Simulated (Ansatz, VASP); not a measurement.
## Ge: VASP beside Ansatz

INCAR

```
SYSTEM = Ge
ALGO     = Normal         ! electronic algorithm
EDIFF    = 1E-7           ! SCF threshold, eV
ENCUT    = 520            ! plane-wave cutoff, eV
GGA      = PS             ! functional
ISIF     = 2              ! what is computed and relaxed
ISMEAR   = -1             ! smearing method
LASPH    = .TRUE.         ! aspherical terms in the spheres
LCHARG   = .FALSE.        ! write CHGCAR
LREAL    = .FALSE.        ! projectors in reciprocal space
LWAVE    = .FALSE.        ! write WAVECAR
NBANDS   = 36             ! bands
NELM     = 60             ! most SCF steps
PREC     = Accurate       ! precision mode
SIGMA    = 0.05           ! smearing width, eV
```

File KPOINTS:

```
k-points
0
G
  8 8 4
  0 0 0
```

File POSCAR:

```
Ge
1.0
    3.9975858431      0.0000000000      0.0000000000
   -1.9987929216      3.4620108940      0.0000000000
    0.0000000000      0.0000000000      6.5993779500
Ge
4
Direct
    0.3333333333      0.6666666667      0.9370987500
    0.6666666667      0.3333333333      0.4370987500
    0.3333333333      0.6666666667      0.5629012500
    0.6666666667      0.3333333333      0.0629012500
```

Contents of input.yaml:

```yaml
crystal:
  lattice:
    - [3.9975858431, 0.0, 0.0]
    - [-1.9987929216, 3.462010894, 0.0]
    - [0.0, 0.0, 6.59937795]
  atoms:
    - { symbol: Ge, position: [0.3333333333, 0.6666666667, 0.93709875] }
    - { symbol: Ge, position: [0.6666666667, 0.3333333333, 0.43709875] }
    - { symbol: Ge, position: [0.3333333333, 0.6666666667, 0.56290125] }
    - { symbol: Ge, position: [0.6666666667, 0.3333333333, 0.06290125] }
hamiltonian:
  xc: pbesol
  pseudopotentials: { kind: paw }
kpoints:
  mp_grid: { grid: [8, 8, 4] }
scf:
  occupations: { method: fermi_dirac, width: 0.05 }
output:
  forces: true
  stress: true
  eigenvalues: true
```

This isn't the form of Ge at room conditions, which is diamond.

Alike in both runs: task single point; functional PBEsol; k mesh 8 × 8 × 4; occupations fermi-dirac, width 0.05 eV; no spin polarisation.

|  | VASP | Ansatz |
| --- | --- | --- |
| version | VASP 6.6.1 | Ansatz 0.2.0 |
| potentials or method | VASP PAW PBE potentials, release 64 (Ge_d) | Ansatz PAW |
| plane-wave cutoff (eV) | 520 | 420 |
| valence electrons in the cell | 56 | 56 |

Ansatz gave:

| Property | Result |
| --- | --- |
| gap on the k mesh at the Fermi level (eV) | 0.11 |
| least direct gap on the mesh (eV) | 0.17 |
| pressure (GPa) | 0.0 |
| largest component of the traceless stress (GPa) | 0.21 |

Task: Estimate VASP's values.

Result: gap on the k mesh at the Fermi level (eV): 0.10; least direct gap on the mesh (eV): 0.16; pressure (GPa): -0.1; largest component of the traceless stress (GPa): 0.21.

Caveats: the PAW data sets were made with another functional, which shifts forces and pressure a little (VASP); the PAW data sets come from PBE, with cores solved anew for the run's functional, which leaves a small shift of forces and pressure (Ansatz). Expect the measured gap to be larger: semilocal functionals such as PBEsol lack the derivative discontinuity. A k mesh can miss the band edges.
